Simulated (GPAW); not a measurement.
The system is I.

```
I
1.0
     3.63503   -2.39502    0.00000
     3.63503    2.39502    0.00000
     0.00000    0.00000    9.79344
I
4
Direct
  0.64930 0.35070 0.38440
  0.14930 0.85070 0.11560
  0.35070 0.64930 0.61560
  0.85070 0.14930 0.88440
```

Base run:

```yaml
Program: GPAW 26.7.0
Functional: PBE
Potentials_or_basis: GPAW PAW data sets (gpaw-data 1.2.1)
Cutoff: 600 eV
Basis: pw
k_mesh: 6 × 6 × 3
Occupations: fermi-dirac, width 0.05 eV
Spin: no spin polarisation
```

Its results: band gap on the k mesh 1.30 eV, indirect (least direct gap 1.39 eV); pressure 2.0 GPa; largest force 1.000 eV/Å.

Question: The run is repeated on the same cell with these changes: functional from PBE to PBEsol; potentials or basis from GPAW PAW data sets (gpaw-data 1.2.1) to PAW data sets generated in the run's folder for this functional. What comes out?

Answer: Band gap on the k mesh 1.25 eV, indirect (least direct gap 1.34 eV); pressure 0.3 GPa; largest force 0.911 eV/Å.

Caveats: spin-orbit coupling is left out, which moves the levels of the heavy elements.
